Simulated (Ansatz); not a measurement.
# Na: eigenvalues along the path

```
Na
1.0
    -2.15903    2.15903    2.15903
     2.15903   -2.15903    2.15903
     2.15903    2.15903   -2.15903
Na
1
Direct
  0.00000 0.00000 0.00000
```

The cell is a measured one (Crystallography Open Database entry 9011002); the temperature and pressure of the measurement aren't taken into account, and nothing was relaxed. The listed cell was then made from it by scaling, straining or moving an atom.

Method: DFT, PBE, all-electron LAPW, scalar-relativistic in Ansatz 0.2.0.

Settings: a Γ-centred 12×12×12 k mesh, Fermi–Dirac smearing of 0.05 eV, basis error target 0.25 meV/atom, no spin polarisation.

Path points, in fractions of the reciprocal vectors: Γ (0.000, 0.000, 0.000), H (0.500, -0.500, 0.500), N (0.000, 0.000, 0.500), P (0.250, 0.250, 0.250). Levels in eV from the Fermi level; bands 5 to 7, counted from the lowest band of the run. The gap is zero.

```
# k(1/Å) point b5 b6 b7
0.000 Γ -3.07 11.24 11.24
0.291 - -2.74 9.24 9.24
0.582 - -1.76 7.23 7.23
0.873 - -0.15 5.71 5.80
1.164 - 2.01 4.74 4.94
1.455 H 4.42 4.42 4.66
1.661 - 3.17 3.56 4.80
1.867 - 2.12 2.58 5.22
2.072 - 1.37 1.81 5.93
2.278 - 0.92 1.33 6.92
2.484 N 0.77 1.16 7.91
2.690 - -0.47 2.69 8.06
2.896 - -1.59 4.67 8.54
3.101 - -2.41 6.91 9.32
3.307 - -2.91 9.37 10.37
3.513 Γ -3.07 11.24 11.24
3.765 - -2.82 9.28 9.28
4.017 - -2.08 6.95 6.95
4.269 - -0.87 5.06 5.06
4.521 - 0.78 3.62 3.62
4.773 P 2.64 2.64 2.64
5.025 - 2.12 2.12 2.91
5.277 - 2.04 2.04 2.88
5.529 - 2.42 2.42 3.28
5.781 - 3.25 3.25 4.05
6.033 H 4.42 4.42 4.66
7.293 P 2.64 2.64 2.64
7.439 - 1.97 2.34 3.47
7.584 - 1.44 1.86 4.45
7.730 - 1.07 1.48 5.58
7.875 - 0.85 1.24 6.84
8.021 N 0.77 1.16 7.91
```
